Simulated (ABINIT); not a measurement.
Write the native input for ABINIT 10.8.3 (patched build) that does the following.

* Task: band structure
* Functional: rPW86PBE
* Potentials or basis: JTH PAW PBE v2.0
* Cutoff: 408 eV
* k mesh: 9 × 9 × 9
* Occupations: fermi-dirac, width 0.05 eV
* Spin: no spin polarisation
* Fine-grid cutoff: 816.342 eV
* Exchange and correlation inside the PAW spheres: full angular mesh (pawxcdev 0, this build's default; the released program takes 1)

The system is Bi.

```
CELL_PARAMETERS angstrom
-1.98143 1.98143 1.98143
1.98143 -1.98143 1.98143
1.98143 1.98143 -1.98143
ATOMIC_POSITIONS crystal
Bi 0.00000 0.00000 0.00000
```

This isn't the form of Bi at room conditions, which is rhombohedral.

These files were run (other wordings do the same):

run.abi

```
ndtset 2

pp_dirpath "./"
pseudos "Bi.GGA_PBE-JTH.xml"

acell 3*1.0
rprim
    -3.7443610401     3.7443610401     3.7443610401
     3.7443610401    -3.7443610401     3.7443610401
     3.7443610401     3.7443610401    -3.7443610401
ntypat 1
znucl 83
natom 1
typat 1
xcart
     0.0000000000     0.0000000000     0.0000000000 Angstrom

ecut 15.0
pawecutdg 30.0

ixc -144130

occopt 3
tsmear 0.05 eV

nstep 100

iomode 3
prtwf 0
prteig 0
prtebands 0
prtden1 1

kptopt1 1
ngkpt1 9 9 9
nshiftk1 1
shiftk1 0.0 0.0 0.0
nband1 12
tolvrs1 1.0e-9

iscf2 -2
getden2 1
nband2 16
nbdbuf2 2
tolwfr2 1.0e-12
kptopt2 -5
ndivsm2 8
prteig2 1
kptbounds2
     0.0000000000     0.0000000000     0.0000000000
     0.5000000000    -0.5000000000     0.5000000000
     0.0000000000     0.0000000000     0.5000000000
     0.0000000000     0.0000000000     0.0000000000
     0.2500000000     0.2500000000     0.2500000000
     0.5000000000    -0.5000000000     0.5000000000
```

Potentials or basis: JTH PAW PBE v2.0.

The run is started by

```bash
$ abinit run.abi > log 2>&1
```

It gave:

```json
{"Band gap on the k mesh": "none (metal or under the smearing width)", "Valence electrons inside the program's atomic spheres": "Bi 12.16 (radii [1.2765] Å)"}
```

Caveat: spin-orbit coupling is left out, which moves the levels of the heavy elements.

Wall time 23 s on 1 thread of Arm Neoverse V1 (shared host), peak memory 0.11 GiB.
